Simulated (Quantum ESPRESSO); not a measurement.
**SnO2 (Cassiterite) under changes of volume**

One of the cells (11.922 Å³/atom); the others are scaled copies at fixed shape and fractional positions:

```
Sn O
1.0
     4.73800    0.00000    0.00000
     0.00000    4.73800    0.00000
     0.00000    0.00000    3.18650
Sn O
2 4
Direct
  0.50000 0.50000 0.50000
  0.00000 0.00000 0.00000
  0.80710 0.19290 0.50000
  0.69290 0.69290 0.00000
  0.19290 0.80710 0.50000
  0.30710 0.30710 0.00000
```

* Program: Quantum ESPRESSO 7.5
* Functional: PBEsol
* Potentials or basis: GBRV 1.5 PBEsol
* Cutoff: 925 eV
* Density cutoff: 7401 eV
* k mesh: 6 × 6 × 8
* Occupations: fermi-dirac, width 0.05 eV
* Spin: no spin polarisation

| volume (Å³/atom) | energy over the lowest point (meV/atom) | pressure (GPa) | gap on the mesh (eV) |
| --- | --- | --- | --- |
| 11.207 | 61.24 | 21.0 | 1.94 |
| 11.445 | 34.21 | 15.1 | 1.68 |
| 11.684 | 15.59 | 9.8 | 1.43 |
| 11.922 | 4.45 | 5.0 | 1.19 |
| 12.161 | 0.00 | 0.8 | 0.97 |
| 12.399 | 1.52 | -3.0 | 0.75 |
| 12.637 | ? | ? | ? |

**Question.** What does the run at 12.637 Å³/atom give?

**Answer.** Energy over the lowest point 8.36 meV/atom; pressure -6.4 GPa; gap on the mesh 0.54 eV.

Worked out: A Birch-Murnaghan fit of order 3 (a polynomial in V^(-2/3)) to the other rows has its minimum at 12.22 Å³/atom with B0 = V·E''(V) = 199 GPa and B' = 4.9 at fixed shape and positions, which overstates the stiffness. It gives 8.31 meV/atom at 12.637 Å³/atom, against the run's 8.36, and -dE/dV = -6.2 GPa, against -6.4. A straight line through the other rows of the gap, of slope -11.8 eV per unit of ln V (its deformation potential), extrapolates to 0.52 eV, against the run's 0.54.

Energies are extrapolated to zero smearing.

Caveats: spin-orbit coupling is left out, which moves the levels of the heavy elements.
